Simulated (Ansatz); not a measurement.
Take a crystal in which Mg has been replaced by Sr on all its sites, with the cell rescaled by a rough guess (in some cases also distorted within its space group) and nothing relaxed:

```cif
data_structure
_symmetry_space_group_name_H-M 'P 1'
_symmetry_Int_Tables_number 1
_cell_length_a 3.5015
_cell_length_b 3.5015
_cell_length_c 3.5015
_cell_angle_alpha 60.000
_cell_angle_beta 60.000
_cell_angle_gamma 60.000
_cell_volume 30.36
loop_
_atom_site_label
_atom_site_type_symbol
_atom_site_fract_x
_atom_site_fract_y
_atom_site_fract_z
_atom_site_occupancy
Sr1 Sr 0.00000 0.00000 0.00000 1
O1 O 0.50000 0.50000 0.50000 1
```

Level of theory: DFT PBEsol, scalar-relativistic, plane waves, PAW in Ansatz.

Plane waves to 420 eV, a k mesh through Γ of 8×8×8 on the computed 2-atom cell and Gaussian smearing (0.02 eV); no spin polarisation.

Task: Will this cell want to expand or contract, and how hard?

Result: The pressure is 12.0 GPa (positive in compression), so the cell would expand.

Task: Is it a metal on this mesh?

Result: No: the gap is 3.08 eV, the least direct gap 3.08 eV.

Task: What is its energy against the elements in their standard states?

Result: -2.754 eV/atom at this unrelaxed geometry, with the elements in the same functional.